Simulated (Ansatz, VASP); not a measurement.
**One calculation of InAs, two programs**

The input INCAR:

```
SYSTEM = InAs
PREC     = Accurate       ! precision mode
ENCUT    = 520            ! plane-wave cutoff, eV
EDIFF    = 1E-7           ! SCF threshold, eV
ISMEAR   = 0              ! smearing method
SIGMA    = 0.1            ! smearing width, eV
LREAL    = .False.        ! projectors in reciprocal space
LASPH    = .True.         ! aspherical terms in the spheres
NELM     = 100            ! most SCF steps
ALGO     = Normal         ! electronic algorithm
ISIF     = 2              ! what is computed and relaxed
LWAVE    = .False.        ! write WAVECAR
LCHARG   = .False.        ! write CHGCAR
GGA      = PS             ! functional
NBANDS   = 16             ! bands
```

File KPOINTS:

```
Automatic mesh
0
Gamma
  10 10 10
  0 0 0
```

Contents of POSCAR:

```
InAs
1.0
    0.0000000000      2.9899504516      2.9467908916
    2.9467908916      0.0000000000      2.9467908916
    2.9467908916      2.9899504516      0.0000000000
In As
1 1
Direct
    0.4739339326      0.5260660674      0.4739339326
    0.0260660674     -0.0260660674      0.0260660674
```

Input for Ansatz:

```yaml
crystal:
  lattice:
    - [0.0, 2.9899504516, 2.9467908916]
    - [2.9467908916, 0.0, 2.9467908916]
    - [2.9467908916, 2.9899504516, 0.0]
  atoms:
    - { symbol: In, position: [0.4739339326, 0.5260660674, 0.4739339326] }
    - { symbol: As, position: [0.0260660674, -0.0260660674, 0.0260660674] }
basis:
  ecutwfc: 420
kpoints:
  mp_grid: { grid: [10, 10, 10] }
hamiltonian:
  xc: pbesol
scf:
  occupations: { method: gaussian, width: 0.1 }
output:
  forces: true
  stress: true
  eigenvalues: true
```

Alike in both runs: task single point; functional PBEsol; k mesh 10 × 10 × 10; occupations gaussian, width 0.1 eV; no spin polarisation.

|  | VASP | Ansatz |
| --- | --- | --- |
| version | VASP 6.6.1 | Ansatz 0.2.0 |
| potentials or method | VASP PAW PBE potentials, release 64 (In_d, As) | scalar-relativistic, plane waves, PAW |
| plane-wave cutoff (eV) | 520 | 420 |
| valence electrons in the cell | 18 | 28 |

Ansatz gave:

```
gap on the k mesh at the Fermi level (eV)       : none
pressure (GPa)                                  : -5.7
largest component of the traceless stress (GPa) : 3.44
rms of the force components (eV/Å)              : 0.233
```

Problem. What did VASP give for the same quantities?

Solution. gap on the k mesh at the Fermi level (eV): none; pressure (GPa): -5.7; largest component of the traceless stress (GPa): 3.45; rms of the force components (eV/Å): 0.237.

Atom by atom the forces differ by 0.005 eV/Å (rms over components). A gap of «none» marks a metal or a gap that the smearing closes. The two sets of potentials don't hold the same shells in valence.

Caveats: the PAW data sets were made with another functional, which shifts forces and pressure a little (VASP).
